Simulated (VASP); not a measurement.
# BN in VASP: a series of runs

One slab, BN, is run at these levels: PBE; tasks: single point.

Program: VASP 6.6.1. These are calculated values, not measurements. Logs are shortened: lines on timing, memory, paths and dates and some standing lists are left out, and cuts for length are marked.

### 1 The structure

The cell holds a slab with vacuum, 12 atoms: a = 2.502 Å, b = 3.669 Å, c = 23.301 Å, α = 90.00°, β = 90.00°, γ = 109.94°.

### 2 Single point, PBE

Input file INCAR:

```
SYSTEM = BN
PREC     = Accurate       ! precision mode
ENCUT    = 250            ! plane-wave cutoff, eV
EDIFF    = 1E-7           ! SCF threshold, eV
ISMEAR   = 0              ! smearing method
SIGMA    = 0.05           ! smearing width, eV
LREAL    = .FALSE.        ! projectors in reciprocal space
LASPH    = .TRUE.         ! aspherical terms in the spheres
NELM     = 120            ! most SCF steps
ALGO     = Normal         ! electronic algorithm
ISIF     = 2              ! what is computed and relaxed
LWAVE    = .FALSE.        ! write WAVECAR
LCHARG   = .FALSE.        ! write CHGCAR
LDIPOL   = .TRUE.       
IDIPOL   = 3            
DIPOL    = 0.5 0.5 0.500
GGA      = PE             ! functional
NBANDS   = 44             ! bands
LVHAR    = .TRUE.       
LVACPOTAV= .TRUE.
```

Input file KPOINTS:

```
Automatic mesh
0
G
  4 4 1
  0 0 0
```

Input file POSCAR:

```
BN
1.0
    2.5022435664      0.0000000000      0.0000000000
   -1.2511217832      3.4494137272      0.0000000000
    0.0000000000      0.0000000000     23.3006072779
N B
6 6
Direct
    0.0430320858      0.0860641716      0.2575040182
    0.6088097732      0.2176195465      0.3484441503
    0.1745874607      0.3491749214      0.4393842824
    0.7403651481      0.4807302963      0.5303244145
    0.3061428356      0.6122856712      0.6212645466
    0.8719205230      0.7438410461      0.7122046787
    0.5653061152      0.1306122303      0.2877953213
    0.1310838026      0.2621676052      0.3787354534
    0.6968614901      0.3937229801      0.4696755855
    0.2626391775      0.5252783550      0.5606157176
    0.8284168650      0.6568337299      0.6515558497
    0.3941945524      0.7883891049      0.7424959818
```

Potentials or basis: VASP PAW PBE potentials, release 64 (N, B).

Command:

```console
$ cat potpaw_PBE.64/N/POTCAR potpaw_PBE.64/B/POTCAR > POTCAR
$ mpirun -np 1 vasp_std > vasp.out
```

OUTCAR:

```text
SYSTEM = BN
   PREC = Accurate
   ENCUT = 250
   EDIFF = 1E-7
   ISMEAR = 0
   LREAL = .FALSE.
   LASPH = .TRUE.
   NELM = 120
   ISIF = 2
   GGA = PE

 Found      7 irreducible k-points:

 Following reciprocal coordinates:
            Coordinates               Weight
  0.000000  0.000000  0.000000      1.000000
  0.250000  0.000000  0.000000      4.000000
  0.500000  0.000000  0.000000      2.000000
  0.000000  0.250000  0.000000      2.000000
  0.250000  0.250000  0.000000      4.000000
  0.500000  0.250000  0.000000      2.000000
   k-points           NKPTS =      7   k-points in BZ     NKDIM =      7   number of bands    NBANDS=     44
   number of dos      NEDOS =    301   number of ions     NIONS =     12
   total plane-waves  NPLWV =  33600
   dimension x,y,z NGX =    14 NGY =   20 NGZ =  120
   dimension x,y,z NGXF=    28 NGYF=   40 NGZF=  240
   ions per type =               6   6
   NGX,Y,Z   is equivalent  to a cutoff of   9.30,  9.06,  8.56 a.u.
   NGXF,Y,Z  is equivalent  to a cutoff of  18.60, 18.12, 17.12 a.u.
 SYSTEM =  BN
   PREC   = accura    normal or accurate (medium, high low for compatibility)
   ISTART =      0    job   : 0-new  1-cont  2-samecut
   ICHARG =      2    charge: 1-file 2-atom 10-const
   ISPIN  =      1    spin polarized calculation?
   LNONCOLLINEAR =      F non collinear calculations
   LSORBIT =      F    spin-orbit coupling
   LASPH  =      T    aspherical Exc in radial PAW
   ENCUT  =  250.0 eV  18.37 Ry    4.29 a.u.   3.23  4.73 30.04*2*pi/ulx,y,z
   NELM   =    120;   NELMIN=  2; NELMDL= -5     # of ELM steps
   EDIFF  = 0.1E-06   stopping-criterion for ELM
   LREAL  =      F    real-space projection
   EDIFFG = 0.1E-05   stopping-criterion for IOM
   NSW    =      0    number of steps for IOM
   IBRION =     -1    ionic relax: 0-MD 1-quasi-New 2-CG
   NFREE  =      0    steps in history (QN), initial steepest desc. (CG)
   ISIF   =      2    stress and relaxation
   ISYM   =      2    0-nonsym 1-usesym 2-fastsym
   POTIM  = 0.5000    time-step for ionic-motion
   TEBEG  =    0.0;   TEEND  =   0.0 temperature during run
   PSTRESS=    0.0 pullay stress
   NELECT =      48.0000    total number of electrons
   NUPDOWN=      -1.0000    fix difference up-down
   EMIN   =  10.00;   EMAX   =-10.00  energy-range for DOS
   EFERMI =   0.00;   METHOD = LEGACY
   ISMEAR =     0;   SIGMA  =   0.05  broadening in eV -4-tet -1-fermi 0-gaus
   EFERMI_NEDOS =   21; number of points for ismear=-14 and -15
   IALGO  =     38    algorithm
   IMIX   =      4    mixing-type and parameters
     AMIX     =   0.40;   BMIX     =  1.00
     AMIX_MAG =   1.60;   BMIX_MAG =  1.00
  volume/ion in A,a.u.               =      16.76       113.10
  Fermi-wavevector in a.u.,A,eV,Ry     =   1.015487  1.918993 14.030527  1.031215
  Thomas-Fermi vector in A             =   2.148776
   LORBIT       =      0    0 simple, 1 ext, 2 COOP (PROOUT), +10 PAW based schemes
   GGA     = PE    functional components
   LHFCALC =     F    Hartree Fock is set to
   AEXX    =    0.0000 exact exchange contribution
   IVDW    =     0    specifies the selected vdW correction
   LEPSILON=     F    determine dielectric tensor
   LRPA    =     F    only Hartree local field effects (RPA)
 non-spin polarized calculation
 Gauss-broadening in eV      SIGMA  =   0.05
  energy-cutoff  :      250.00
  volume of cell :      201.11
 maximum number of plane-waves:      1839
 NGX is ok and might be reduce to    14
   NGX =  7   NGY =  9   NGZ = 61

 dipolmoment           0.000000      0.000000      0.046545 electrons x Angstroem

 number of electron      47.9999995 magnetization

 dipolmoment           0.000000      0.000000     -0.131675 electrons x Angstroem

 Free energy of the ion-electron system (eV)
  ---------------------------------------------------
  ext. energy  EPLUGINS =         0.00000000
  ---------------------------------------------------
  free energy    TOTEN  =       -98.48334329 eV

  energy without entropy =      -98.47660328  energy(sigma->0) =      -98.47997329

 E-fermi :  -1.1200     XC(G=0):  -6.2902

 val. band max:       -1.1332128770   @ k =   0.0000   0.0000   0.0000
 cond. band min:      -1.1133362034   @ k =   0.0000   0.5000   0.0000
 fundamental gap:      0.0198766736
 Fermi energy:        -1.1200451997

 k-point     1 :       0.0000    0.0000    0.0000
  band No.  band energies     occupation
      1     -21.3132      2.00000
      2     -20.3982      2.00000
      3     -19.6433      2.00000
      4     -18.8885      2.00000
      5     -17.9500      2.00000
      6     -15.9417      2.00000
[... 28 lines left out ...]
     35       6.3215      0.00000
     36       7.1719      0.00000

 k-point     2 :       0.2500    0.0000    0.0000
  band No.  band energies     occupation
      1     -20.4337      2.00000
      2     -19.5626      2.00000
      3     -18.8584      2.00000
      4     -18.1706      2.00000
      5     -17.3097      2.00000
      6     -15.3996      2.00000
[... 28 lines left out ...]
     35       7.4506      0.00000
     36       7.5992      0.00000

 k-point     3 :       0.5000    0.0000    0.0000
  band No.  band energies     occupation
      1     -18.8132      2.00000
      2     -18.4334      2.00000
      3     -17.8614      2.00000
      4     -17.2848      2.00000
      5     -16.6856      2.00000
      6     -14.9454      2.00000
[... 28 lines left out ...]
     35       8.6299      0.00000
     36       9.0734      0.00000

 k-point     4 :       0.0000    0.2500    0.0000
  band No.  band energies     occupation
      1     -21.2036      2.00000
      2     -20.2970      2.00000
      3     -19.5514      2.00000
      4     -18.8093      2.00000
      5     -17.8848      2.00000
      6     -15.8750      2.00000
[... 28 lines left out ...]
     35       7.0320      0.00000
     36       7.6900      0.00000

 k-point     5 :       0.2500    0.2500    0.0000
  band No.  band energies     occupation
      1     -20.2938      2.00000
      2     -19.4399      2.00000
      3     -18.7516      2.00000
      4     -18.0811      2.00000
      5     -17.2403      2.00000
      6     -15.3289      2.00000
[... 28 lines left out ...]
     35       8.5155      0.00000
     36       8.9326      0.00000

 k-point     6 :       0.5000    0.2500    0.0000
  band No.  band energies     occupation
      1     -18.8144      2.00000
      2     -18.4320      2.00000
      3     -17.8608      2.00000
      4     -17.2842      2.00000
      5     -16.6845      2.00000
      6     -14.9436      2.00000
[... 28 lines left out ...]
     35       8.3266      0.00000
     36       8.9737      0.00000

 [... further k-points ...]

 [bands above 36 left out]

------------------------ aborting loop because EDIFF is reached ----------------------------------------

  FORCE on cell =-STRESS in cart. coord.  units (eV):
  Direction    XX          YY          ZZ          XY          YZ          ZX
  --------------------------------------------------------------------------------------
  -------------------------------------------------------------------------------------
  Total      -32.9372628    -36.2223310    -27.9531687      0.0000000      1.7690954      0.0000000
  in kB     -262.3952562   -288.5658064   -222.6893866      0.0000000     14.0935283      0.0000000
  external PRESSURE =    -257.8834831 kB  Pullay stress =       0.0000000 kB

 VOLUME and BASIS-vectors are now :
 -----------------------------------------------------------------------------
  energy-cutoff  :      250.00
  volume of cell :      201.11
      direct lattice vectors                 reciprocal lattice vectors
     2.502243566  0.000000000  0.000000000     0.399641351  0.144952169  0.000000000
    -1.251121783  3.449413727  0.000000000     0.000000000  0.289904337  0.000000000
     0.000000000  0.000000000 23.300607278     0.000000000  0.000000000  0.042917336

 POSITION                                       TOTAL-FORCE (eV/Angst)
 -----------------------------------------------------------------------------------
      0.00000      0.29687      6.00000         0.000000      0.033402      0.665256
      1.25112      0.75066      8.11896        -0.000000      0.370608      1.734654
      0.00000      1.20445     10.23792        -0.000000      0.160079      0.797626
      1.25112      1.65824     12.35688        -0.000000      0.147443      0.729494
      0.00000      2.11203     14.47584         0.000000      0.146195      0.778947
      1.25112      2.56582     16.59480        -0.000000      0.347486      1.221003
      1.25112      0.45054      6.70581         0.000000     -0.481970     -2.743476
      0.00000      0.90432      8.82477        -0.000000     -0.185806     -0.955317
      1.25112      1.35811     10.94373        -0.000000     -0.152803     -0.764775
      0.00000      1.81190     13.06269         0.000000     -0.153942     -0.746913
      1.25112      2.26569     15.18165        -0.000000     -0.210573     -1.139853
     -0.00000      2.71948     17.30061         0.000000     -0.020117      0.423353
 -----------------------------------------------------------------------------------
    total drift:                                0.000028      0.000461     -0.000705

  FREE ENERGIE OF THE ION-ELECTRON SYSTEM (eV)
  ---------------------------------------------------
  free  energy   TOTEN  =       -98.4833432924 eV

  energy  without entropy=      -98.4766032803  energy(sigma->0) =      -98.47997329

 vacuum level on the upper side and lower side of the slab         4.410         7.182
```

Wall time 54 s (1 thread of Intel Xeon 6975P-C (Granite Rapids), shared host); peak memory 0.17 GiB.

The run converged, but a check on its numbers failed (symmetry, net force, bounds or a known fault of this set-up), so they aren't taken as properties of the slab.

Caveat: the k mesh is coarse (spacing up to 0.67 Å⁻¹), so the values aren't converged; the cutoff lies under the usual one of these potentials, so the numbers hold a large basis-set error.

### 3 Single point, PBE

This run uses another cell than the first one, of 11.01 Å³/atom, 0.657 times its volume.

Edit INCAR of step 2 so:

```diff
@@ -2,3 +2,3 @@
 PREC     = Accurate       ! precision mode
-ENCUT    = 250            ! plane-wave cutoff, eV
+ENCUT    = 400            ! plane-wave cutoff, eV
 EDIFF    = 1E-7           ! SCF threshold, eV
```

Input file KPOINTS:

```
Automatic mesh
0
G
  7 7 1
  0 0 0
```

Input file POSCAR:

```
BN
1.0
    2.5022435664      0.0000000000      0.0000000000
   -1.2511217832      3.4494137272      0.0000000000
    0.0000000000      0.0000000000     15.3006072779
N B
6 6
Direct
    0.0430320858      0.0860641716      0.1307137660
    0.6088097732      0.2176195465      0.2692024067
    0.1745874607      0.3491749214      0.4076910474
    0.7403651481      0.4807302963      0.5461796881
    0.3061428356      0.6122856712      0.6846683288
    0.8719205230      0.7438410461      0.8231569695
    0.5653061152      0.1306122303      0.1768430305
    0.1310838026      0.2621676052      0.3153316712
    0.6968614901      0.3937229801      0.4538203119
    0.2626391775      0.5252783550      0.5923089526
    0.8284168650      0.6568337299      0.7307975933
    0.3941945524      0.7883891049      0.8692862340
```

Potentials or basis: VASP PAW PBE potentials, release 64 (N, B).

Command:

```console
$ cat potpaw_PBE.64/N/POTCAR potpaw_PBE.64/B/POTCAR > POTCAR
$ mpirun -np 1 vasp_std > vasp.out
```

OUTCAR:

```text
SYSTEM = BN
   PREC = Accurate
   ENCUT = 400
   EDIFF = 1E-7
   ISMEAR = 0
   LREAL = .FALSE.
   LASPH = .TRUE.
   NELM = 120
   ISIF = 2
   GGA = PE

 Found     16 irreducible k-points:

 Following reciprocal coordinates:
            Coordinates               Weight
  0.000000  0.000000  0.000000      1.000000
  0.142857  0.000000  0.000000      4.000000
  0.285714 -0.000000  0.000000      4.000000
  0.428571  0.000000  0.000000      4.000000
  0.000000  0.142857  0.000000      2.000000
[... 326 lines left out ...]

 VOLUME and BASIS-vectors are now :
 -----------------------------------------------------------------------------
  energy-cutoff  :      400.00
  volume of cell :      132.06
      direct lattice vectors                 reciprocal lattice vectors
     2.502243566  0.000000000  0.000000000     0.399641351  0.144952169  0.000000000
    -1.251121783  3.449413727  0.000000000     0.000000000  0.289904337  0.000000000
     0.000000000  0.000000000 15.300607278     0.000000000  0.000000000  0.065356883

 POSITION                                       TOTAL-FORCE (eV/Angst)
 -----------------------------------------------------------------------------------
      0.00000      0.29687      2.00000        -0.000000      0.115451      1.160209
      1.25112      0.75066      4.11896        -0.000000      0.292266      1.463713
      0.00000      1.20445      6.23792        -0.000000      0.113122      0.701874
      1.25112      1.65824      8.35688         0.000000      0.106089      0.660479
      0.00000      2.11203     10.47584        -0.000000      0.105948      0.691774
      1.25112      2.56582     12.59480        -0.000000      0.242388      1.024573
      1.25112      0.45054      2.70581         0.000000     -0.436678     -2.733956
      0.00000      0.90432      4.82477         0.000000     -0.119016     -0.682227
      1.25112      1.35811      6.94373         0.000000     -0.102670     -0.605675
      0.00000      1.81190      9.06269         0.000000     -0.108158     -0.615538
      1.25112      2.26569     11.18165        -0.000000     -0.188083     -1.003701
     -0.00000      2.71948     13.30061        -0.000000     -0.020660     -0.061527
 -----------------------------------------------------------------------------------
    total drift:                                0.000080     -0.000117     -0.314774

  FREE ENERGIE OF THE ION-ELECTRON SYSTEM (eV)
  ---------------------------------------------------
  free  energy   TOTEN  =       -98.8263335939 eV

  energy  without entropy=      -98.8181637815  energy(sigma->0) =      -98.82224869
```

It took 79 s on 1 thread of Intel Xeon 6975P-C (Granite Rapids), shared host; peak memory 0.2 GiB.

These settings aren't checked as converged: the numbers below hold their error.

What came out:

- Free energy: -98.8263 eV
- Largest force: 2.769 eV/Å
- Band gap on the k mesh: none (metal or under the smearing width)

Caveat: the k mesh is coarse (spacing up to 0.38 Å⁻¹), so the values aren't converged; the cutoff is under 1.25 times the usual one of these potentials, so pressure, stress and relaxed cells hold a basis-set (Pulay) error.

### 4 Single point, PBE

Edit INCAR of step 3 so:

```diff
@@ -2,3 +2,3 @@
 PREC     = Accurate       ! precision mode
-ENCUT    = 400            ! plane-wave cutoff, eV
+ENCUT    = 600            ! plane-wave cutoff, eV
 EDIFF    = 1E-7           ! SCF threshold, eV
```

Input file KPOINTS:

```
Automatic mesh
0
G
  4 4 1
  0 0 0
```

Input file POSCAR:

```
BN
1.0
    2.5022435664      0.0000000000      0.0000000000
   -1.2511217832      3.4494137272      0.0000000000
    0.0000000000      0.0000000000     23.3006072779
N B
6 6
Direct
    0.0430320858      0.0860641716      0.2575040182
    0.6088097732      0.2176195465      0.3484441503
    0.1745874607      0.3491749214      0.4393842824
    0.7403651481      0.4807302963      0.5303244145
    0.3061428356      0.6122856712      0.6212645466
    0.8719205230      0.7438410461      0.7122046787
    0.5653061152      0.1306122303      0.2877953213
    0.1310838026      0.2621676052      0.3787354534
    0.6968614901      0.3937229801      0.4696755855
    0.2626391775      0.5252783550      0.5606157176
    0.8284168650      0.6568337299      0.6515558497
    0.3941945524      0.7883891049      0.7424959818
```

Command:

```console
$ cat potpaw_PBE.64/N/POTCAR potpaw_PBE.64/B/POTCAR > POTCAR
$ mpirun -np 1 vasp_std > vasp.out
```

Run time: 2.7 min. Hardware: 1 thread of Intel Xeon 6975P-C (Granite Rapids), shared host; peak memory 0.33 GiB.

The run converged, but some of its settings lie outside the range that counts as converged, so its numbers aren't taken as properties of the slab.

Results:

```
Free energy                     : -98.8586 eV
Largest force                   : 2.889 eV/Å
Band gap on the k mesh          : none (metal or under the smearing width)
Work function of the upper face : 5.55 eV
Work function of the lower face : 8.34 eV
```

Caveat: the k mesh is coarse (spacing up to 0.67 Å⁻¹), so the values aren't converged.

[end of part 1 of 2]
